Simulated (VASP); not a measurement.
Write the native input for VASP 6.6.1 that does the following.

```
Task                   : relaxation of cell and atoms
Functional             : RPBE
Potentials or basis    : VASP PAW PBE potentials, release 64 (B, P)
Cutoff                 : 600 eV
k mesh                 : 10 × 10 × 10
Occupations            : gaussian, width 0.03 eV
Spin                   : no spin polarisation
Further INCAR settings : ALGO = Normal; EDIFF = 1e-06; IBRION = 2; EDIFFG = -0.01; NSW = 90; ISIF = 3
```

The structure of BP lies in POSCAR:

```
BP
1.0
    0.0000000000      2.2690000000      2.2690000000
    2.2690000000      0.0000000000      2.2690000000
    2.2690000000      2.2690000000      0.0000000000
B P
1 1
Direct
    0.0000000000      0.0000000000      0.0000000000
    0.2500000000      0.2500000000      0.2500000000
```

The input as run:

INCAR

```
SYSTEM = BP
ALGO = Normal
EDIFF = 1E-6
EDIFFG = -0.01
ENCUT = 600
GGA = RP
IBRION = 2
ISIF = 3
ISMEAR = 0
LASPH = .True.
LCHARG = .False.
LREAL = .False.
LWAVE = .False.
NELM = 80
NSW = 90
PREC = Accurate
SIGMA = 0.03
```

KPOINTS

```
k-points
0
Gamma
  10 10 10
  0 0 0
```

Potentials or basis: VASP PAW PBE potentials, release 64 (B, P).

Command:

```sh
$ cat potpaw_PBE.64/B/POTCAR potpaw_PBE.64/P/POTCAR > POTCAR
$ mpirun -np 1 vasp_std > vasp.out
```

Results of the run:

The relaxed volume is 11.94 Å³/atom, the relaxed cell is a = 3.232 Å, b = 3.232 Å, c = 3.232 Å, α = 60.00°, β = 60.00°, γ = 60.00° and the space group after relaxing (to 0.05 Å) is F-43m (No. 216). The energy gained by relaxing is 2.7 meV/atom, the ionic steps are 3 and the pressure after relaxing is 0.0 GPa. The band gap on the k mesh is 1.28 eV, indirect (least direct gap 3.36 eV).

Caveat: the PAW data sets were made with another functional, which shifts forces and pressure a little.

Run time: 11 s on 1 thread of Intel(R) Xeon(R) 6975P-C (Granite Rapids) (shared host), peak memory 0.15 GiB.
